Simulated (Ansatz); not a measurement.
Space group I4_1/amd:1 (No. 141). a = 5.126 Å, b = 5.126 Å, c = 2.793 Å, α = 90.00°, β = 90.00°, γ = 90.00°
```json
{"atom": "Ge", "site": "4b", "symmetry": "-4m2", "x": "0.0000", "y": "0.5000", "z": "0.7500"}
```

Equation of state of this Ge structure (not necessarily the ground state), with shape and atoms relaxed at each volume where symmetry leaves them free. It has no gap at any of these volumes. These are results of DFT PBEsol, scalar-relativistic, plane waves, PAW in Ansatz 0.2.0, not measurements.

Settings: cutoff 420 eV, Γ-centred mesh 16×16×16 on the computed 2-atom cell, Gaussian smearing of 0.10 eV; no spin polarisation.

```tsv
V (Å³/atom)	E − E(largest V) (meV/atom)	P (GPa)
17.248	3.62	5.68
17.799	-10.52	2.61
18.349	-14.90	0.00
18.900	-10.95	-2.21
19.450	0.00	-4.06
```

Fit a third-order Birch–Murnaghan equation to E(V).

V0 = 18.35 Å³/atom, B0 = 80 GPa, B0' = 4.5.

This form isn't the element's structure at ambient conditions.